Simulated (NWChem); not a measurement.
# One shape, several levels: C2H6O2 (ethylene glycol)

Wanted: a comparison of 4 runs (HF/STO-3G, HF/3-21G, B3LYP/6-31G*) of C2H6O2 (ethylene glycol). 

The calculation is run with NWChem 7.3.0.

2 further runs of the same task are left out: 2 that didn't finish.

## Step 1: The structure to begin with

C2H6O2 has 10 atoms, charge 0, and is taken as a singlet. SMILES: `OCCO`. Geometry: relaxed at PBE0-D4/def2-TZVP. This is a higher conformer, about 11 kJ/mol above the lowest found by a separate search.

Bond lengths: O1–C2 1.411 Å, C2–C3 1.514 Å, C3–O4 1.410 Å, O1–H5 0.959 Å, C2–H6 1.098 Å, C2–H7 1.101 Å, C3–H8 1.098 Å, C3–H9 1.092 Å, O4–H10 0.960 Å. Some angles: O1–C2–C3 107.6°, C2–C3–O4 111.8°, O1–C2–H6 112.0°, O1–C2–H7 111.2°, C3–C2–H6 109.0°, C3–C2–H7 109.3°, C2–O1–H5 108.9°, C2–C3–H8 109.3°, C2–C3–H9 109.4°, O4–C3–H8 112.0°.

## Step 2: Energy and gradient at HF/STO-3G (run 1)

The input, run.py:

```python
from ase import Atoms
from ase.calculators.nwchem import NWChem

molecule = Atoms(['O', 'C', 'C', 'O', 'H', 'H', 'H', 'H', 'H', 'H'], positions=[
    [-1.732000, 0.054800, -0.233100],
    [-0.380800, 0.456800, -0.281400],
    [0.425300, -0.548600, 0.513500],
    [1.797400, -0.224600, 0.528400],
    [-2.268700, 0.718300, -0.670600],
    [-0.233000, 1.454800, 0.151200],
    [-0.009800, 0.482600, -1.318200],
    [0.244000, -1.555600, 0.116200],
    [0.091100, -0.540900, 1.552900],
    [2.149700, -0.348800, -0.356200],
])

calc = NWChem(
    label='c2h6o2',
    theory='scf',
    memory='2200 mb',
    basis='STO-3G',
    basispar='spherical bse',
    scf={'nopen': '0', 'rhf': None, 'thresh': '1e-08', 'maxiter': '80'},
)
molecule.calc = calc

forces = molecule.get_forces()
print(f"energy = {molecule.get_potential_energy():.6f} eV")
print("forces (eV/A):")
for s, f in zip(molecule.symbols, forces):
    print(f"{s:2s} {f[0]:10.5f} {f[1]:10.5f} {f[2]:10.5f}")
print("dipole (e A):", molecule.get_dipole_moment().round(4))
```

Started as:

```
$ export ASE_NWCHEM_COMMAND="nwchem PREFIX.nwi > PREFIX.nwo"
$ python run.py
```

Log:

```text
energy = -6148.471032 eV
forces (eV/A):
O    -0.17170   -2.22277    1.25511
C    -0.35564    1.47391   -1.11792
C     0.21042   -1.26812    0.31722
O     0.79627    0.60498    2.43962
H    -0.65100    1.67297   -1.03466
H     0.04921    0.01291   -0.09138
H     0.02545    0.10655    0.11884
H    -0.06572    0.02139    0.02684
H    -0.05081   -0.01291    0.05590
H     0.21350   -0.38880   -1.96957
dipole (e A): [-0.0652  0.1658 -0.3781]
```

The calculator wrote c2h6o2.nwi:

```
title "c2h6o2"

permanent_dir c2h6o2

scratch_dir c2h6o2

start c2h6o2

geometry units angstrom nocenter noautosym noautoz
  O  -1.7320000000000000e+00 5.4800000000000001e-02 -2.3310000000000000e-01
  C  -3.8080000000000003e-01 4.5679999999999998e-01 -2.8139999999999998e-01
  C  4.2530000000000001e-01 -5.4859999999999998e-01 5.1349999999999996e-01
  O  1.7974000000000001e+00 -2.2459999999999999e-01 5.2839999999999998e-01
  H  -2.2686999999999999e+00 7.1830000000000005e-01 -6.7059999999999997e-01
  H  -2.3300000000000001e-01 1.4548000000000001e+00 1.5120000000000000e-01
  H  -9.7999999999999997e-03 4.8259999999999997e-01 -1.3182000000000000e+00
  H  2.4399999999999999e-01 -1.5556000000000001e+00 1.1620000000000000e-01
  H  9.1100000000000000e-02 -5.4090000000000005e-01 1.5528999999999999e+00
  H  2.1497000000000002e+00 -3.4880000000000000e-01 -3.5620000000000002e-01
end

memory 2200 mb

basis spherical bse noprint
   * library STO-3G
end

scf
  nopen 0
  rhf
  thresh 1e-08
  maxiter 80
end

task scf gradient
```

c2h6o2.nwo:

```text
Northwest Computational Chemistry Package (NWChem) 7.3.0
             --------------------------------------------------------

           Job information
           ---------------

    nwchem branch   = 7.3.0
    use scalapack   = T
    input           = c2h6o2.nwi
    prefix          = c2h6o2.
    data base       = c2h6o2/c2h6o2.db
    status          = startup
    nproc           =        1

           Memory information
           ------------------

    heap     =     72089598 doubles =      550.0 Mbytes
    stack    =     72089595 doubles =      550.0 Mbytes
    global   =    144179200 doubles =     1100.0 Mbytes (distinct from heap & stack)
    total    =    288358393 doubles =     2200.0 Mbytes
    verify   = yes
    hardfail = no

[... 136 lines left out ...]
 Convergence threshold     :          1.000E-08
[... 12 lines left out ...]
       Final RHF  results
[... 3 lines left out ...]
      One-electron energy =   -570.415049597980
[... 1 line left out ...]
 Nuclear repulsion energy =    130.713678904946
[... 34 lines left out ...]
                       ROHF Final Molecular Orbital Analysis
[... 211 lines left out ...]
                         RHF ENERGY GRADIENTS

    atom               coordinates                        gradient
                 x          y          z           x          y          z
   1 O      -3.273005   0.103557  -0.440495    0.003339   0.043226  -0.024408
   2 C      -0.719608   0.863227  -0.531769    0.006916  -0.028663   0.021740
   3 C       0.803700  -1.036704   0.970374   -0.004092   0.024661  -0.006169
[... 6 lines of this table left out ...]
  10 H       4.062344  -0.659136  -0.673120   -0.004152   0.007561   0.038302

                 ----------------------------------------
                 |  Time  |  1-e(secs)   |  2-e(secs)   |
                 ----------------------------------------
                 |  CPU   |       0.00   |       0.35   |
                 ----------------------------------------
                 |  WALL  |       0.00   |       0.35   |
                 ----------------------------------------

 Task  times  cpu:        3.3s     wall:        3.3s
 Total times  cpu:        3.4s     wall:        3.4s
```

It took 8.8 s on 1 thread of Intel Xeon at 2.50GHz (Skylake/Cascade Lake), shared host; peak memory 0.099 GiB.

## Step 3: Energy and gradient at HF/3-21G (run 2)

The input, test.nw:

```
start test
memory 2200 mb
charge 0

geometry units angstroms noautosym nocenter noautoz
   O       -1.732000       0.054800      -0.233100
   C       -0.380800       0.456800      -0.281400
   C        0.425300      -0.548600       0.513500
   O        1.797400      -0.224600       0.528400
   H       -2.268700       0.718300      -0.670600
   H       -0.233000       1.454800       0.151200
   H       -0.009800       0.482600      -1.318200
   H        0.244000      -1.555600       0.116200
   H        0.091100      -0.540900       1.552900
   H        2.149700      -0.348800      -0.356200
end

basis spherical bse
   * library 3-21G
end

scf
   singlet
   rhf
   thresh 1e-08
   maxiter 80
end

task scf gradient
```

Started as:

```
$ nwchem test.nw > test.out
```

Log:

```text
[...]
  functions       =    48
[...]
  wavefunction    = RHF
[...]
         Total SCF energy =   -227.649372923867
      One-electron energy =   -570.844857146387
      Two-electron energy =    212.481805317573
 Nuclear repulsion energy =    130.713678904946
        Time for solution =      3.6s
[...]
                         RHF ENERGY GRADIENTS
    atom               coordinates                        gradient
                 x          y          z           x          y          z
   1 O      -3.273005   0.103557  -0.440495    0.012035   0.006517  -0.002411
   2 C      -0.719608   0.863227  -0.531769   -0.021838  -0.016255   0.007754
   3 C       0.803700  -1.036704   0.970374    0.023721   0.018913  -0.015102
   4 O       3.396593  -0.424432   0.998531   -0.014503  -0.006315   0.000772
   5 H      -4.287221   1.357390  -1.267250    0.008944  -0.001298   0.001897
   6 H      -0.440306   2.749173   0.285727   -0.000692   0.008047   0.003469
   7 H      -0.018519   0.911982  -2.491037    0.001523  -0.000672  -0.007915
   8 H       0.461093  -2.939658   0.219586    0.000373  -0.008453  -0.002384
   9 H       0.172154  -1.022153   2.934555   -0.001220  -0.000241   0.009534
  10 H       4.062344  -0.659136  -0.673120   -0.008344  -0.000242   0.004386
[...]
```

It took 5.8 s on 1 thread of Intel Xeon at 2.50GHz (Skylake/Cascade Lake), shared host; peak memory 0.098 GiB.

## Step 4: Energy and forces at B3LYP/6-31G(d) (spherical functions) (run 3)

The input, calc.nw:

```
start calc
memory total 2200 mb
geometry units angstroms noautosym nocenter noautoz
   O     -1.732000     0.054800    -0.233100
   C     -0.380800     0.456800    -0.281400
   C      0.425300    -0.548600     0.513500
   O      1.797400    -0.224600     0.528400
   H     -2.268700     0.718300    -0.670600
   H     -0.233000     1.454800     0.151200
   H     -0.009800     0.482600    -1.318200
   H      0.244000    -1.555600     0.116200
   H      0.091100    -0.540900     1.552900
   H      2.149700    -0.348800    -0.356200
end
basis spherical bse
   * library 6-31G*
end
dft
   xc b3lyp
   grid xfine
   convergence energy 1e-08
   maxiter 100
   mulliken
   print low
end
task dft gradient
```

Started as:

```
$ nwchem calc.nw > calc.out
```

Log:

```text
[...]
 d= 0,ls=0.0,diis     1   -230.1514747643 -3.61D+02  1.59D-02  7.30D-01    10.5
[...]
 d= 0,ls=0.0,diis    10   -230.2312680680 -3.99D-10  1.51D-07  1.69D-10    92.6
         Total DFT energy =     -230.231268067992
      One electron energy =     -573.010305196577
           Coulomb energy =      242.423327324834
    Exchange-Corr. energy =      -30.357969101196
 Nuclear repulsion energy =      130.713678904946
[...]
      Total Density - Mulliken Population Analysis
     ---------------------------------------------
    Atom       Charge   Shell Charges
 -----------   ------   -------------------------------------------------------
    1 O    8     8.63   2.00  0.90  2.93  0.98  1.80  0.03
    2 C    6     6.03   2.00  0.68  2.05  0.50  0.74  0.07
    3 C    6     6.03   2.00  0.68  2.06  0.51  0.72  0.07
    4 O    8     8.63   2.00  0.90  2.93  0.97  1.80  0.03
    5 H    1     0.60   0.48  0.11
    6 H    1     0.87   0.54  0.33
    7 H    1     0.90   0.54  0.36
    8 H    1     0.87   0.54  0.33
    9 H    1     0.84   0.54  0.31
   10 H    1     0.60   0.48  0.12
[...]
                         DFT ENERGY GRADIENTS
    atom               coordinates                        gradient
                 x          y          z           x          y          z
   1 O      -3.273005   0.103557  -0.440495    0.002080   0.008721  -0.004698
   2 C      -0.719608   0.863227  -0.531769    0.000625  -0.004063   0.002386
   3 C       0.803700  -1.036704   0.970374    0.001122   0.004026  -0.001601
   4 O       3.396593  -0.424432   0.998531   -0.004364  -0.003143  -0.009462
   5 H      -4.287221   1.357390  -1.267250    0.004671  -0.006366   0.004189
   6 H      -0.440306   2.749173   0.285727   -0.001071  -0.002166  -0.000371
   7 H      -0.018519   0.911982  -2.491037   -0.001652  -0.000769   0.002196
   8 H       0.461093  -2.939658   0.219586    0.001004   0.002229   0.000510
   9 H       0.172154  -1.022153   2.934555    0.000333   0.000151  -0.001529
  10 H       4.062344  -0.659136  -0.673120   -0.002749   0.001379   0.008381
[...]
```

Run time: 1.9 min. Hardware: 1 thread of Intel Xeon at 2.50GHz (Skylake/Cascade Lake), shared host; peak memory 0.14 GiB.

## Step 5: Energy and forces at B3LYP/6-31G(d) (Cartesian functions) (run 4)

The input, mol.nw:

```
start mol
title "C2H6O2"
memory 2200 mb
charge 0
geometry noautosym nocenter noautoz
   O     -1.732000     0.054800    -0.233100
   C     -0.380800     0.456800    -0.281400
   C      0.425300    -0.548600     0.513500
   O      1.797400    -0.224600     0.528400
   H     -2.268700     0.718300    -0.670600
   H     -0.233000     1.454800     0.151200
   H     -0.009800     0.482600    -1.318200
   H      0.244000    -1.555600     0.116200
   H      0.091100    -0.540900     1.552900
   H      2.149700    -0.348800    -0.356200
end
basis cartesian
   * library 6-31G*
end
dft
   xc b3lyp
   mult 1
   grid xfine
   convergence energy 1e-08
   maxiter 100
   mulliken
   noprint "final vectors analysis"
end
task dft gradient
```

Started as:

```
$ nwchem mol.nw > mol.out
```

Log:

```text
[...]
          Wavefunction type:  closed shell.
          No. of atoms     :    10
          No. of electrons :    34
[...]
          Charge           :     0
          Spin multiplicity:     1
[...]
          AO basis - number of functions:    72
[...]
              XC Information
              --------------
                         B3LYP Method XC Potential
                     Hartree-Fock (Exact) Exchange  0.200
                        Slater Exchange Functional  0.800 local
                    Becke 1988 Exchange Functional  0.720 non-local
              Lee-Yang-Parr Correlation Functional  0.810
                  VWN I RPA Correlation Functional  0.190 local
[...]
 d= 0,ls=0.0,diis     1   -230.1540915853 -3.61D+02  1.69D-02  8.24D-01    13.0
[...]
 d= 0,ls=0.0,diis    10   -230.2356072603 -4.45D-10  1.57D-07  1.99D-10   115.9
         Total DFT energy =     -230.235607260311
      One electron energy =     -572.968419538257
           Coulomb energy =      242.343800200988
    Exchange-Corr. energy =      -30.324666827988
 Nuclear repulsion energy =      130.713678904946
[...]
  wavefunction    = closed shell
                         DFT ENERGY GRADIENTS
    atom               coordinates                        gradient
                 x          y          z           x          y          z
   1 O      -3.273005   0.103557  -0.440495    0.002625   0.009031  -0.004813
   2 C      -0.719608   0.863227  -0.531769    0.000136  -0.004143   0.002382
   3 C       0.803700  -1.036704   0.970374    0.001568   0.004086  -0.001450
   4 O       3.396593  -0.424432   0.998531   -0.004965  -0.003395  -0.009660
   5 H      -4.287221   1.357390  -1.267250    0.004583  -0.006496   0.004249
   6 H      -0.440306   2.749173   0.285727   -0.001059  -0.002133  -0.000362
   7 H      -0.018519   0.911982  -2.491037   -0.001635  -0.000807   0.002182
   8 H       0.461093  -2.939658   0.219586    0.000965   0.002184   0.000526
   9 H       0.172154  -1.022153   2.934555    0.000356   0.000154  -0.001507
  10 H       4.062344  -0.659136  -0.673120   -0.002573   0.001518   0.008453
[...]
```

It took 2.3 min on 1 thread of Intel Xeon at 2.50GHz (Skylake/Cascade Lake), shared host; peak memory 0.15 GiB.

## Step 6: The series

```csv
run,level,iteration cap,module,energy (Eh),dipole moment (D),largest force (eV/Å),wall time
1,HF/STO-3G,80,scf,-225.952145,2.01,2.637,8.8 s
2,HF/3-21G,80,scf,-227.649373,2.69,1.743,5.8 s
3,B3LYP/6-31G* (spherical functions),100,dft,-230.231268,–,0.560,1.9 min
4,B3LYP/6-31G* (Cartesian functions),100,dft,-230.235607,2.27,0.585,2.3 min
```

## Step 7: What came out

| quantity | value |
| --- | --- |
| run 4: total energy | -230.23561 Eh |
| run 4: dipole moment | 2.27 D |
| run 4: largest force on an atom | 0.585 eV/Å |

What this shows: Over runs 1, 2, 4 the dipole moment (its size) runs from 2.01 D (HF/STO-3G) to 2.69 D (HF/3-21G). In run 1 the basis is minimal, so the values are rough. All runs together took 4.4 min, the longest 2.3 min.
